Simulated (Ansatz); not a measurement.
# GaAs (F-43m) in Ansatz: further runs

Aim: see how the results for GaAs move with the level of theory and the settings. Levels: revPBE, LDA, PBEsol. Tasks: band structure, elastic constants.

Everything below comes from runs of Ansatz 0.2.0. Logs are shortened: lines on timing, memory, paths and dates and some standing lists are left out, and cuts for length are marked.

**What was measured.**

From “Evidence of valence band perturbations in GaAsN/GaAs(001): A combined variable-angle spectroscopic ellipsometry and modulated photoreflectance investigation”, 2008, arxiv:0805.2212, for a bulk crystal of GaAs at 300 K: band gap 1.418 ± 0.005 eV (direct).

How close the calculation comes is told below.

### Step 1. The crystal as given

The structure is cubic, space group F-43m (No. 216). The conventional cell has a = 5.654 Å, b = 5.654 Å, c = 5.654 Å, α = 90.00°, β = 90.00°, γ = 90.00°. As (site symmetry -43m) is surrounded by 4 Ga at 2.45 Å. Ga (site symmetry -43m) is surrounded by 4 As at 2.45 Å.

### Step 2. Band structure, revPBE

File input.yaml:

```yaml
crystal:
  lattice:
    - [0.0, 2.82685, 2.82685]
    - [2.82685, 0.0, 2.82685]
    - [2.82685, 2.82685, 0.0]
  atoms:
    - { symbol: As, position: [0.75, 0.75, 0.75] }
    - { symbol: Ga, position: [0.0, 0.0, 0.0] }
kpoints:
  mp_grid: { grid: [8, 8, 8] }
  band_path:
    path:
      - [0.0, 0.0, 0.0]
      - [0.5, 0.0, 0.5]
      - [0.5, 0.25, 0.75]
      - [0.375, 0.375, 0.75]
      - [0.0, 0.0, 0.0]
      - [0.5, 0.5, 0.5]
      - [0.625, 0.25, 0.625]
      - [0.5, 0.25, 0.75]
    npoints: 12
scf:
  occupations: { method: fermi_dirac, width: 0.05 }
hamiltonian:
  xc: revpbe
  pseudopotentials: { kind: all_electron, lapw: { basis_error: 0.001 } }
output:
  forces: true
  stress: true
  eigenvalues: true
```

Potentials or basis: all-electron LAPW, scalar-relativistic.

Run with:

```
ansatz run input.yaml --threads 1 --pin off --max-ram 3072MiB --backend cpu --events-out ev --progress --plain --runs-dir out
```

Output:

```text
Warning: RAYON_NUM_THREADS=1 ignored (pool sized by the plan → 1); use --threads N
LAPW: plane waves up to 9.103 Å⁻¹, error target 1.0e-3 eV per atom; small_component_spin mean_spin; Ga in spheres of 1.234 Å, 21 of its electrons in bands, Dirac shells []; As in spheres of 1.214 Å, 23 of its electrons in bands, Dirac shells [] (how accurate: hamiltonian.pseudopotentials.lapw.basis_error, Limitations)
Engine: ansatz 0.2.0, x86_64-unknown-linux-gnu
Pseudopotentials: kind: all_electron
Pseudopotential: As, LAPW, valence charge 23, lapw/all_electron/scalar/gaussian/As, Koelling and Harmon's equation, gaussian nucleus
Pseudopotential: Ga, LAPW, valence charge 21, lapw/all_electron/scalar/gaussian/Ga, Koelling and Harmon's equation, gaussian nucleus
Functional definition: revPBE
  parameter kappa = 1.245
  parameter beta = 0.06672455060314922
  exchange = pbe_x(kappa = kappa, mu = beta*pi^2/3)
  correlation = pbe_c(beta = beta)
Crystal: 2 atoms, lattice volume = 45.179 Å³
Basis set: ecut = 315.6803713362676 eV, 561 PW (Γ), exchange–correlation at level 2
Bands: 27, of which v1, the nominal top of the filled ones, is band 22 counted from 1 (21 counted from 0)
Symmetry: 24 space group operations
Space group: F-43m (ITA 216), of the structure as read, at distance tolerance 3.6e-5 Å
k-points: 29 of 512 (time reversal used)
Non-local potential: As, projectors of the file, none
Non-local potential: Ga, projectors of the file, none
Initial density: superposition of atomic densities (chi_scale 0.1, normalization cell, long waves kept (reshape's long-wave potential 0.00 eV rms))
Initial wavefunctions: plane waves of lowest kinetic energy (no species holds an atomic orbital)
Functional: x = revpbe(κ = 1.245, μ = 0.2195149727645171), c = pbe(β = 0.06672455060314922)
iter 1 solved again at ethr=1.32e-3 eV; its pass at ethr=1.00e-1 eV (dr2=5.82e-1 eV) is discarded
SCF iter   1: F=—  HF=-114432.744363 eV  |F-HF|=—  |Δ(HF+E_count)|=         —  Δρ=3.06e-2  dr2=5.83e-1  ethr=1.32e-3  ⟨swp⟩=2.0  Hψ=4834  notcnv=0
preconditioner: auto → none  [insulator: Δε(μ)=0.765 eV  Ē_g=15.947 eV  σ=0.050 eV  W_gap=1.00  n_scr=14 (ndim 8)  ℏωp=23.4 eV  f_vac=0.115  D(μ)=0.00/eV (n_scr^D=0)  ε∞_Penn≈3.2]
SCF iter   2: F=—  HF=-114432.616942 eV  |F-HF|=—  |Δ(HF+E_count)|=   1.27e-1  Δρ=1.23e-2  dr2=6.57e-2  ethr=1.32e-3  ⟨swp⟩=2.3  Hψ=2334  notcnv=0
SCF iter   3: F=—  HF=-114432.608705 eV  |F-HF|=—  |Δ(HF+E_count)|=   8.24e-3  Δρ=5.55e-3  dr2=1.34e-2  ethr=1.49e-4  ⟨swp⟩=2.0  Hψ=2320  notcnv=0
iter 4 solved again at ethr=1.26e-6 eV; its pass at ethr=3.05e-5 eV (dr2=5.56e-4 eV) is discarded
SCF iter   4: F=—  HF=-114432.606630 eV  |F-HF|=—  |Δ(HF+E_count)|=         —  Δρ=1.12e-3  dr2=5.55e-4  ethr=1.26e-6  ⟨swp⟩=2.0  Hψ=3880  notcnv=0
the basis was enlarged: its passes take 169.7 KiB over the memory plan, 1 of 1 planned eigensolver slots
SCF iter   5: F=—  HF=-114432.606766 eV  |F-HF|=—  |Δ(HF+E_count)|=   1.36e-4  Δρ=2.43e-4  dr2=1.75e-5  ethr=1.26e-6  ⟨swp⟩=3.0  Hψ=2270  notcnv=0
SCF iter   6: F=—  HF=-114432.606814 eV  |F-HF|=—  |Δ(HF+E_count)|=   4.73e-5  Δρ=1.06e-4  dr2=4.27e-6  ethr=3.98e-8  ⟨swp⟩=3.0  Hψ=2293  notcnv=0
SCF iter   7: F=—  HF=-114432.606829 eV  |F-HF|=—  |Δ(HF+E_count)|=   1.59e-5  Δρ=1.87e-5  dr2=1.42e-7  ethr=9.71e-9  ⟨swp⟩=3.0  Hψ=2293  notcnv=0
SCF iter   8: F=-114432.606830 eV  HF=-114432.606830 eV  |F-HF|=1.25e-8  |Δ(HF+E_count)|=   6.41e-7  Δρ=2.49e-6  dr2=3.50e-9  ethr=3.24e-10  ⟨swp⟩=3.0  Hψ=2293  notcnv=0
SCF 1 converged in 8 iterations: F = -114432.606830 eV  dr2 = 3.50e-9
NSCF: frozen V_eff on 85 k-points
SCF converged after 8 iterations
Free energy (F): -114432.606830 eV
Harris-Foulkes:  -114432.606830 eV  (|F-HF|=1.25e-8)
Internal energy: -114432.606819 eV  (E = F + TS)
E sigma→0 (E₀):  -114432.606825 eV
Entropy (-TS):   -0.000011 eV (-0.005 meV/atom)
Fermi energy:    9.768016 eV
--- Per-component energies (eV) ---
  E_band       = -2117.808859
  E_kinetic    = 116849.648555
  E_xc         = -4351.024751
  E_electrostatic = -226931.230624  (all electrons and nuclei)
  E_smearing   = -0.000011  (= −TS)
  E_closure    = 0.000000  (closes the sum)
  E_atoms      = -114424.953585  (free atoms, spherical and without spin; not in F)
  Σ components = -114432.606830   (vs F -114432.606830, Δ=0.00e0)
  Basis errors (estimates in eV, not in F): energy 4.4e-4 per atom: plane waves 4.0e-4 (2.4e-4 summed), levels above the bands 7.2e-77, relativity 5.6e-8, radial functions 4.1e-5, core shells 4.9e-11; eigenvalues (radial functions only) 1.1e-6; not estimated: angular momenta, meshes, grids; target (lapw.basis_error) 1.0e-3; muffin-tin radii Ga 1.234 Å, As 1.214 Å
--- Forces (eV/Å), atoms counted from 1 ---
  atom   1  As    -0.00000000     0.00000000     0.00000000
  atom   2  Ga     0.00000000    -0.00000000     0.00000000
  max |Σ_I F_I| component: 2.31e-17 eV/Å
--- Stress (GPa, compression-positive) ---
        4.684664      -0.000000      -0.000000
       -0.000000       4.684664       0.000000
       -0.000000       0.000000       4.684664
  P = ⅓ Tr σ = 4.6847 GPa (46.847 kbar)
--- Band table (eV; the first three rows and the last of 29) ---
  k-point 0: bands = ["-175.3915", "-134.2800", "-118.6964", "-118.6964", "-118.6964", "-84.9510", "-84.9510", "-84.9510", "-25.6914", "-25.6914", "-25.6914", "-25.6820", "-25.6820", "-5.3350", "-5.3350", "-5.3350", "-5.2567", "-5.2567", "-3.2674", "9.4308", "9.4308", "9.4308", "10.0471", "13.1924", "13.1924", "13.1924", "17.1858"]
  k-point 1: bands = ["-175.3915", "-134.2800", "-118.6964", "-118.6964", "-118.6964", "-84.9510", "-84.9510", "-84.9510", "-25.6914", "-25.6913", "-25.6913", "-25.6820", "-25.6820", "-5.3487", "-5.3314", "-5.3314", "-5.2569", "-5.2569", "-3.0849", "7.5017", "9.1961", "9.1961", "11.0898", "13.5394", "13.5394", "13.6763", "18.1028"]
  k-point 2: bands = ["-175.3915", "-134.2800", "-118.6964", "-118.6964", "-118.6964", "-84.9510", "-84.9510", "-84.9510", "-25.6913", "-25.6910", "-25.6910", "-25.6819", "-25.6819", "-5.3786", "-5.3236", "-5.3236", "-5.2564", "-5.2564", "-2.5755", "5.3274", "8.7556", "8.7556", "10.9535", "14.0582", "14.0582", "15.4610", "18.5002"]
  k-point 28: bands = ["-175.3915", "-134.2800", "-118.6964", "-118.6964", "-118.6964", "-84.9510", "-84.9510", "-84.9510", "-25.6912", "-25.6908", "-25.6896", "-25.6821", "-25.6814", "-5.4349", "-5.3032", "-5.2907", "-5.2671", "-5.2530", "-0.7119", "2.8367", "5.9189", "6.1131", "14.0907", "14.2132", "14.8991", "15.5423", "20.5730"]
```

It took 48 s on 1 thread of Intel Xeon at 2.50GHz (Skylake/Cascade Lake), shared host; peak memory 0.32 GiB.

Results:

* Free energy: -114432.6068 eV
* Pressure: 4.7 GPa
* Band gap on the k mesh: 0.62 eV, direct
* Band gap along the path: 0.62 eV, direct

Levels at the corners of the path, in eV from the valence-band top:
| point | band 20 | band 21 | band 22 | band 23 | band 24 | band 25 |
| --- | --- | --- | --- | --- | --- | --- |
| Γ | 0.00 | 0.00 | 0.00 | 0.62 | 3.76 | 3.76 |
| X | -6.78 | -2.67 | -2.67 | 1.54 | 1.72 | 10.22 |
| W | -6.59 | -3.51 | -3.32 | 4.66 | 4.78 | 5.47 |
| K | -6.59 | -3.83 | -2.25 | 2.03 | 4.69 | 8.02 |
| Γ | 0.00 | 0.00 | 0.00 | 0.62 | 3.76 | 3.76 |
| L | -6.60 | -1.14 | -1.14 | 1.08 | 4.67 | 4.67 |
| U | -6.59 | -3.83 | -2.25 | 2.03 | 4.69 | 8.02 |
| W | -6.59 | -3.51 | -3.32 | 4.66 | 4.78 | 5.47 |

### Step 3. Band structure, LDA, spin-orbit coupling, no magnetisation

input.yaml, as its differences from that of step 2:

```diff
@@ -9,3 +9,3 @@
 kpoints:
-  mp_grid: { grid: [8, 8, 8] }
+  mp_grid: { grid: [6, 6, 6] }
   band_path:
@@ -20,3 +20,3 @@
       - [0.5, 0.25, 0.75]
-    npoints: 12
+    npoints: 6
 scf:
@@ -24,4 +24,7 @@
 hamiltonian:
-  xc: revpbe
+  xc: lda
   pseudopotentials: { kind: all_electron, lapw: { basis_error: 0.001 } }
+magnetization:
+  noncollinear: true
+  spin_orbit: true
 output:
```

Potentials or basis: all-electron LAPW, relativistic spinors.

Run with:

```
ansatz run input.yaml --threads 1 --pin off --max-ram 3072MiB --backend cpu --events-out ev --progress --plain --runs-dir out
```

It took 1.8 min on 1 thread of Intel Xeon at 2.50GHz (Skylake/Cascade Lake), shared host; peak memory 0.44 GiB.

Results (log left out):

| Item | Value |
| --- | --- |
| Free energy | -114271.6325 eV |
| Pressure | -1.9 GPa |
| Band gap on the k mesh | 0.17 eV, direct |
| Band gap along the path | 0.17 eV, direct |

Levels at the corners of the path, in eV from the valence-band top:
```tsv
point	band 40	band 41	band 42	band 43	band 44	band 45	band 46	band 47	band 48	band 49
Γ	-0.35	0.00	0.00	0.00	0.00	0.17	0.17	3.43	3.43	3.63
X	-7.00	-2.85	-2.85	-2.76	-2.76	1.23	1.23	1.44	1.44	9.88
W	-6.78	-3.74	-3.62	-3.50	-3.46	4.30	4.50	4.52	4.55	5.12
K	-6.78	-4.03	-3.97	-2.38	-2.38	1.73	1.74	4.39	4.46	7.68
Γ	-0.35	0.00	0.00	0.00	0.00	0.17	0.17	3.43	3.43	3.63
L	-6.81	-1.37	-1.37	-1.16	-1.16	0.73	0.73	4.43	4.43	4.52
U	-6.78	-4.03	-3.97	-2.38	-2.38	1.73	1.74	4.39	4.46	7.68
W	-6.78	-3.74	-3.62	-3.50	-3.46	4.30	4.50	4.52	4.55	5.12
```

### Step 4. Elastic constants, PBEsol

File input.yaml:

```yaml
crystal:
  lattice:
    - [0.0, 2.82685, 2.82685]
    - [2.82685, 0.0, 2.82685]
    - [2.82685, 2.82685, 0.0]
  atoms:
    - { symbol: As, position: [0.75, 0.75, 0.75] }
    - { symbol: Ga, position: [0.0, 0.0, 0.0] }
kpoints:
  mp_grid: { grid: [6, 6, 6] }
scf:
  occupations: { method: fermi_dirac, width: 0.05 }
hamiltonian:
  xc: pbesol
  pseudopotentials: { kind: all_electron, lapw: { basis_error: 0.001 } }
output:
  forces: true
  stress: true
elastic:
  mode: relaxed_ion
  stencil: two_point
```

Potentials or basis: all-electron LAPW, scalar-relativistic.

Run with:

```
ansatz run input.yaml --threads 1 --pin off --max-ram 3072MiB --backend cpu --events-out ev --progress --plain --runs-dir out
```

Run time: 2.9 min. Hardware: 1 thread of Arm Neoverse V1, shared host; peak memory 0.36 GiB.

It converged, with:

* Free energy: -114341.4849 eV
* Pressure: 0.2 GPa
* Band gap on the k mesh: 0.44 eV, direct
* Elastic constants C11, C12, C44: 111, 50, 55 GPa
* Voigt bulk modulus: 70 GPa

Levels at points of the mesh, in eV from the valence-band top:
```csv
k point,band 20,band 21,band 22,band 23,band 24,band 25
"(0.00, 0.00, 0.00)",0.00,0.00,0.00,0.44,3.70,3.70
"(0.00, 0.00, -0.50)",-6.67,-1.15,-1.15,0.93,4.59,4.59
"(0.00, -0.50, -0.50)",-6.84,-2.69,-2.69,1.35,1.58,10.13
```

Elastic tensor in Voigt notation (GPa, in the Cartesian axes of the cell as first typed):
```
111  50  50   0   0   0
 50 111  50   0   0   0
 50  50 111   0   0   0
  0   0   0  55   0   0
  0   0   0   0  55   0
  0   0   0   0   0  55
```

### Step 5. Overview

| task | level | potentials or basis | spin | k mesh | cutoff (eV) | gap on the mesh (eV) | pressure (GPa) |
| --- | --- | --- | --- | --- | --- | --- | --- |
| band structure | revPBE | all-electron LAPW, scalar-relativistic | off | 8 × 8 × 8 | 316 | 0.62 | 4.7 |
| band structure | LDA | all-electron LAPW, relativistic spinors | SOC, no magnetisation | 6 × 6 × 6 | 317 | 0.17 | -1.9 |
| elastic constants | PBEsol | all-electron LAPW, scalar-relativistic | off | 6 × 6 × 6 | 341 | 0.44 | 0.2 |

Alike in all rows: cell as given; smearing fermi-dirac 0.05 eV; basis error allowed 0.001 eV/atom.

Compare energies only between runs with the same functional and basis.

### Step 6. Against experiment

Step 2. Against the measured gap of GaAs, 1.418 eV (direct; 300 K; “Evidence of valence band perturbations in GaAsN/GaAs(001): A combined variable-angle spectroscopic ellipsometry and modulated photoreflectance investigation”, 2008, arxiv:0805.2212), the calculated 0.62 eV is off by -0.80 eV. 3 values of this kind are on record (1.412 to 1.51 eV); this one was drawn at random among those near their median, those with a stated uncertainty first. Spin-orbit coupling on As, Ga is left out. The value is that of revPBE, without temperature or zero-point motion. Semilocal functionals fall short of measured gaps as a rule.

Step 3. Measured gap of GaAs: 1.418 eV (direct; 300 K; “Evidence of valence band perturbations in GaAsN/GaAs(001): A combined variable-angle spectroscopic ellipsometry and modulated photoreflectance investigation”, 2008, arxiv:0805.2212). This calculation gives 0.17 eV (-1.25 eV). So large a miss can be the level of theory's own, or it may mean another phase, state or a wrong row. 3 values of this kind are on record (1.412 to 1.51 eV); this one was drawn at random among those near their median, those with a stated uncertainty first. The value is that of LDA, without temperature or zero-point motion. Semilocal functionals fall short of measured gaps as a rule.

Step 4. Against the measured gap of GaAs, 1.418 eV (direct; 300 K; “Evidence of valence band perturbations in GaAsN/GaAs(001): A combined variable-angle spectroscopic ellipsometry and modulated photoreflectance investigation”, 2008, arxiv:0805.2212), the calculated 0.44 eV is off by -0.97 eV. 3 values of this kind are on record (1.412 to 1.51 eV); this one was drawn at random among those near their median, those with a stated uncertainty first. Spin-orbit coupling on As, Ga is left out. The value is that of PBEsol on a finite k mesh, which can miss the band edges, without temperature or zero-point motion. Semilocal functionals fall short of measured gaps as a rule.
